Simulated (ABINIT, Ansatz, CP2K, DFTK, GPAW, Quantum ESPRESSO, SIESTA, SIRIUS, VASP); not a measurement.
One calculation of CsPbCl3, 9 ways

```
CELL_PARAMETERS angstrom
5.60500 0.00000 0.00000
0.00000 5.60500 0.00000
0.00000 0.00000 5.60500
ATOMIC_POSITIONS crystal
Pb 0.50000 0.50000 0.50000
Cs 0.00000 0.00000 0.00000
Cl 0.50000 0.00000 0.50000
Cl 0.00000 0.50000 0.50000
Cl 0.50000 0.50000 0.00000
```

Alike in all runs: task single point; functional PBEsol; k mesh 5 × 5 × 5; occupations fermi-dirac, width 0.05 eV; no spin polarisation; no spin-orbit coupling. Pressure is positive in compression and, in plane waves, holds the error of the finite cutoff.

```json
{"program and potentials": "Ansatz, all-electron LAPW, scalar-relativistic", "plane-wave cutoff (eV)": "-", "notes": "-", "pressure (GPa)": "0.15"}
{"program and potentials": "Quantum ESPRESSO, GBRV 1.5 PBEsol", "plane-wave cutoff (eV)": "612", "notes": "8.8 valence electrons an atom on average", "pressure (GPa)": "0.05"}
{"program and potentials": "VASP, PBE PAW files Cl, Cs_sv, Pb_d, 520 eV", "plane-wave cutoff (eV)": "520", "notes": "potentials made for PBE; 8.8 valence electrons an atom on average", "pressure (GPa)": "0.11"}
{"program and potentials": "ABINIT, PseudoDojo NC SR PBEsol v0.4.1 standard", "plane-wave cutoff (eV)": "789", "notes": "8.8 valence electrons an atom on average", "pressure (GPa)": "0.15"}
{"program and potentials": "SIESTA, files PseudoDojo sr-pbesol-0.4.1-standard, DZP (energy shift 0.003 Ry; two zetas on semicore shells; d shell added on Cs)", "plane-wave cutoff (eV)": "-", "notes": "atomic basis; 8.8 valence electrons an atom on average", "pressure (GPa)": "0.50"}
{"program and potentials": "SIRIUS, PseudoDojo 0.4.1 PBEsol standard (scalar relativistic)", "plane-wave cutoff (eV)": "807", "notes": "8.8 valence electrons an atom on average", "pressure (GPa)": "0.16"}
{"program and potentials": "CP2K, POTENTIAL_UZH Pb GTH-PBE-q4, Cs GTH-PBE-q9, Cl GTH-PBE-q7; TZVP-MOLOPT-PBE-GTH basis", "plane-wave cutoff (eV)": "-", "notes": "atomic basis; potentials made for PBE; 6.8 valence electrons an atom on average", "pressure (GPa)": "1.05"}
{"program and potentials": "GPAW, PAW data sets generated for this functional", "plane-wave cutoff (eV)": "600", "notes": "8.8 valence electrons an atom on average", "pressure (GPa)": "0.02"}
{"program and potentials": "DFTK, PseudoDojo SR PBEsol 0.4.1 standard (PBEsol)", "plane-wave cutoff (eV)": "925", "notes": "8.8 valence electrons an atom on average", "pressure (GPa)": "0.17"}
```

The pressure spans 0.02 (GPAW, PAW data sets generated for this functional) to 1.05 GPa (CP2K, POTENTIAL_UZH Pb GTH-PBE-q4, Cs GTH-PBE-q9, Cl GTH-PBE-q7; TZVP-MOLOPT-PBE-GTH basis), with all-electron results at 0.15. Rows in atomic bases carry the error of their basis and grid, which can be large.

Differences between rows come from potentials, basis sets and numerical settings, since the functional is the same but for its coding. Runs on potential files found faulty are left out.
